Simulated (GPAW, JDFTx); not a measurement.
Given: the input of a run of JDFTx 1.7.0 (patched build) on CaO. The cell is a database's computed one, not the measured one.

Contents of CaO.in:

```
lattice \
    0.0000000000     4.5420619907     4.5420619907 \
    4.5420619907     0.0000000000     4.5420619907 \
    4.5420619907     4.5420619907     0.0000000000
coords-type Cartesian
ion Ca     0.0000000000     0.0000000000     0.0000000000 1
ion O      4.5420619907     4.5420619907     4.5420619907 1

ion-species pseudo/Ca.upf
ion-species pseudo/O.upf
elec-cutoff 42 336
elec-ex-corr gga-PBE
kpoint-folding 10 10 10
elec-smearing Fermi 0.0018374661
elec-n-bands 14
electronic-SCF nIterations 100 energyDiffThreshold 1e-09
electronic-minimize nIterations 30 energyDiffThreshold 1e-7
converge-empty-states yes
forces-output-coords Cartesian

dump-name run.$VAR
dump End Ecomponents EigStats BandEigs Kpoints Forces Stress ElecDensity
```

Potentials or basis: PseudoDojo-SR-PBE-0.5-standard.

Command:

```sh
$ jdftx -c 1 -i CaO.in -o CaO.out
```

Problem. What does the same run look like in GPAW 26.7.0? Potentials or basis there: GPAW PAW data sets (gpaw-data 1.2.1), cutoff 800 eV.

Solution. As run (cutoffs and basis follow the program's own potentials, and thresholds, step limits or extra output files can differ):

Contents of POSCAR:

```
CaO
1.0
    0.0000000000      2.4035556960      2.4035556960
    2.4035556960      0.0000000000      2.4035556960
    2.4035556960      2.4035556960      0.0000000000
Ca O
1 1
Direct
    0.0000000000      0.0000000000      0.0000000000
    0.5000000000      0.5000000000      0.5000000000
```

Potentials or basis: GPAW PAW data sets (gpaw-data 1.2.1), pw.

Command:

```bash
$ OMP_NUM_THREADS=1 gpaw run POSCAR -p 'mode=PW(800),xc=PBE,kpts={size:(10,10,10),gamma:True},occupations={name:fermi-dirac,width:0.05},nbands=16,convergence={density:1e-05,energy:1e-05},maxiter=150,txt=gpaw.txt' --properties efs -w gs.gpw
```

Both were run:

|  | JDFTx | GPAW |
| --- | --- | --- |
| Pressure | 1.3 GPa | 2.2 GPa |

Pressure is positive in compression.
